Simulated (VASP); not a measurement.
Ca:

```
CELL_PARAMETERS angstrom
3.98000 0.00000 0.00000
-1.99000 3.44678 0.00000
0.00000 0.00000 6.52000
ATOMIC_POSITIONS crystal
Ca 0.33333 0.66667 0.25000
Ca 0.66667 0.33333 0.75000
```

This isn't the form of Ca at room conditions, which is fcc.

| Property | Result |
| --- | --- |
| Program | VASP 6.6.1 |
| Task | relaxation of cell and atoms |
| Functional | PBE |
| Potentials or basis | VASP PAW PBE potentials, release 64 (Ca_sv) |
| Cutoff | 520 eV |
| k mesh | 13 × 13 × 7 |
| Occupations | gaussian, width 0.1 eV |
| Spin | no spin polarisation |

At the start: pressure -0.8 GPa; volume 44.72 Å³/atom.

Question: How do energy, volume and symmetry change on relaxing?

Answer: Over 7 steps the energy falls by 6.5 meV/atom and the volume is 42.35 Å³/atom (-5.3 %); space group P6_3/mmc (No. 194, to 0.05 Å).

The path:
| step | energy change (eV) | largest force (eV/Å) | pressure (GPa) | volume (Å³) |
| --- | --- | --- | --- | --- |
| 1 | 0.0000 | 0.0000 | -0.84 | 89.44 |
| 2 | -0.0111 | 0.0000 | -0.31 | 86.44 |
| 3 | -0.0128 | 0.0000 | -0.02 | 84.93 |
| 4 | -0.0128 | 0.0000 | 0.00 | 84.80 |
| 5 | -0.0128 | 0.0000 | 0.02 | 84.71 |
| 6 | -0.0129 | 0.0000 | 0.02 | 84.71 |
| 7 | -0.0129 | 0.0000 | 0.02 | 84.71 |

Final structure:
```
Ca
1.0
     3.89850    0.00000    0.00000
    -1.94925    3.37620    0.00000
     0.00000    0.00000    6.43552
Ca
2
Direct
  0.33333 0.66667 0.25000
  0.66667 0.33333 0.75000
```
